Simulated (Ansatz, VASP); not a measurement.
## One calculation of CuO2, two programs

File INCAR:

```
SYSTEM = CuO2
  PREC = Accurate
  ENCUT = 520
  EDIFF = 1E-6
  ISMEAR = 0
  SIGMA = 0.1
  LREAL = .False.
  LASPH = .True.
  NELM = 150
  ALGO = Normal
  ISIF = 2
  LWAVE = .False.
  LCHARG = .False.
  ISPIN = 2
  MAGMOM = 0 0 0.38 0.38 0 0
  LORBIT = 11
  LMAXMIX = 4
  GGA = PS
  NBANDS = 36
```

The input KPOINTS:

```
Automatic mesh
0
Gamma
  1 1 1
  0 0 0
```

The input POSCAR:

```
CuO2
1.0
    1.4126150000     -5.2107470000      0.0000000000
    1.4126150000      5.2107470000      0.0000000000
    0.0000000000      0.0000000000      4.3434240000
Cu O
2 4
Direct
    0.8327470000      0.1672530000      0.2500000000
    0.1672530000      0.8327470000      0.7500000000
    0.4485140000      0.5514860000      0.2500000000
    0.5514860000      0.4485140000      0.7500000000
    0.2110300000      0.7889700000      0.2500000000
    0.7889700000      0.2110300000      0.7500000000
```

Input for Ansatz:

```yaml
crystal:
  lattice:
    - [1.412615, -5.210747, 0.0]
    - [1.412615, 5.210747, 0.0]
    - [0.0, 0.0, 4.343424]
  atoms:
    - { symbol: Cu, position: [0.832747, 0.167253, 0.25] }
    - { symbol: Cu, position: [0.167253, 0.832747, 0.75] }
    - { symbol: O, position: [0.448514, 0.551486, 0.25], spin: 0.38 }
    - { symbol: O, position: [0.551486, 0.448514, 0.75], spin: 0.38 }
    - { symbol: O, position: [0.21103, 0.78897, 0.25] }
    - { symbol: O, position: [0.78897, 0.21103, 0.75] }
basis:
  ecutwfc: 420
kpoints:
  mp_grid: { grid: [1, 1, 1] }
hamiltonian:
  xc: pbesol
scf:
  occupations: { method: gaussian, width: 0.1 }
output:
  forces: true
  stress: true
  eigenvalues: true
  populations: true
magnetization:
  spin_polarized: true
```

Alike in both runs: task single point; functional PBEsol; k mesh 1 × 1 × 1; occupations gaussian, width 0.1 eV; collinear spin.

|  | VASP | Ansatz |
| --- | --- | --- |
| version | VASP 6.6.1 | Ansatz 0.2.0 |
| potentials or method | VASP PAW PBE potentials, release 64 (Cu, O) | scalar-relativistic, plane waves, PAW |
| plane-wave cutoff (eV) | 520 | 420 |
| valence electrons in the cell | 46 | 62 |

```tsv
	VASP	Ansatz	Ansatz less VASP
gap on the k mesh at the Fermi level (eV)	0.06	0.38	+0.316
least direct gap on the mesh (eV)	0.06	0.38	+0.316
pressure (GPa)	-1.4	-1.9	-0.54
largest component of the traceless stress (GPa)	14.51	12.25	-2.269
rms of the force components (eV/Å)	0.264	0.423	+0.1591
net moment per atom (μB)	0.07	0.33	+0.262
size of the moment on the site where the two differ most (μB)	0.35	0.70	+0.351
```

The net moments differ so much that the two runs ended in different magnetic states, which moves the other rows too. Site moments also hang on the region over which each program counts them. Atom by atom the forces differ by 0.189 eV/Å (rms over components). The two sets of potentials don't hold the same shells in valence. Ansatz warned: «stability_check_not_made».

Caveats: the k mesh is coarse (spacing up to 2.30 Å⁻¹), so the values aren't converged; the PAW data sets were made with another functional, which shifts forces and pressure a little (VASP); an odd mesh through Γ misses points on the zone boundary, where band edges often lie.
